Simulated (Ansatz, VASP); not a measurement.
Two plane-wave programs on CdS (Hawleyite)

Contents of POSCAR:

```
CdS
1.0
    0.0000000000      2.9392138922      2.9392138922
    2.9392138922      0.0000000000      2.9392138922
    2.9392138922      2.9392138922      0.0000000000
Cd S
1 1
Direct
    0.0000000000      0.0000000000      0.0000000000
    0.2500000000      0.2500000000      0.2500000000
```

Contents of INCAR.step1:

```
SYSTEM = CdS
ALGO     = Normal         ! electronic algorithm
EDIFF    = 1E-4           ! SCF threshold, eV
ENCUT    = 520            ! plane-wave cutoff, eV
GGA      = PE             ! functional
ISMEAR   = 0              ! smearing method
LASPH    = .TRUE.         ! aspherical terms in the spheres
LCHARG   = .FALSE.        ! write CHGCAR
LREAL    = .FALSE.        ! projectors in reciprocal space
LWAVE    = .TRUE.         ! write WAVECAR
NBANDS   = 16             ! bands
NELM     = 60             ! most SCF steps
PREC     = Accurate       ! precision mode
SIGMA    = 0.01           ! smearing width, eV
```

INCAR.step2

```
SYSTEM = CdS
ALGO     = Normal         ! electronic algorithm
EDIFF    = 1E-6           ! SCF threshold, eV
ENCUT    = 520            ! plane-wave cutoff, eV
ISIF     = 2              ! what is computed and relaxed
ISMEAR   = 0              ! smearing method
ISTART   = 1            
LASPH    = .TRUE.         ! aspherical terms in the spheres
LCHARG   = .TRUE.         ! write CHGCAR
LELF     = .TRUE.         ! ELF
LMIXTAU  = .TRUE.       
LREAL    = .FALSE.        ! projectors in reciprocal space
LVHAR    = .TRUE.       
LWAVE    = .FALSE.        ! write WAVECAR
METAGGA  = R2SCAN         ! meta-GGA
NBANDS   = 16             ! bands
NELM     = 60             ! most SCF steps
PREC     = Accurate       ! precision mode
SIGMA    = 0.01           ! smearing width, eV
```

KPOINTS

```
k-points
0
G
  8 8 8
  0 0 0
```

Input for Ansatz:

```yaml
crystal:
  lattice:
    - [0.0, 2.9392138922, 2.9392138922]
    - [2.9392138922, 0.0, 2.9392138922]
    - [2.9392138922, 2.9392138922, 0.0]
  atoms:
    - { symbol: Cd, position: [0.0, 0.0, 0.0] }
    - { symbol: S, position: [0.25, 0.25, 0.25] }
kpoints:
  mp_grid: { grid: [8, 8, 8] }
  band_path:
    path:
      - [0.0, 0.0, 0.0]
      - [-0.5, -0.5, 0.0]
      - [-0.375, -0.375, 0.25]
      - [-0.375, 0.0, 0.375]
      - [0.0, 0.0, 0.5]
      - [-0.5, -0.25, 0.25]
    npoints: 1
hamiltonian:
  xc: r2scan
scf:
  occupations: { method: fixed }
  n_extra_bands: 4
output:
  forces: true
  stress: true
  eigenvalues: true
  write_density: true
  write_potential: true
  elf: true
  volumetric_format: npy
```

Alike in both runs: task single point; functional r2SCAN; k mesh 8 × 8 × 8; no spin polarisation.

|  | VASP | Ansatz |
| --- | --- | --- |
| version | VASP 6.6.1 | Ansatz 0.2.0 |
| potentials or method | VASP PAW PBE potentials, release 64 (Cd, S) | plane waves, PAW |
| plane-wave cutoff (eV) | 520 | 500 |
| occupations | gaussian, width 0.01 eV | fixed |
| valence electrons in the cell | 18 | 26 |

|  | VASP | Ansatz | Ansatz less VASP |
| --- | --- | --- | --- |
| gap on the k mesh at the Fermi level (eV) | 1.54 | 1.54 | +0.004 |
| pressure (GPa) | 0.3 | 0.0 | -0.31 |

The two sets of potentials don't hold the same shells in valence.

Caveats: the PAW data sets were made with another functional, which shifts forces and pressure a little (VASP). r2SCAN opens gaps a little over a GGA but as a rule still falls short of measured ones.
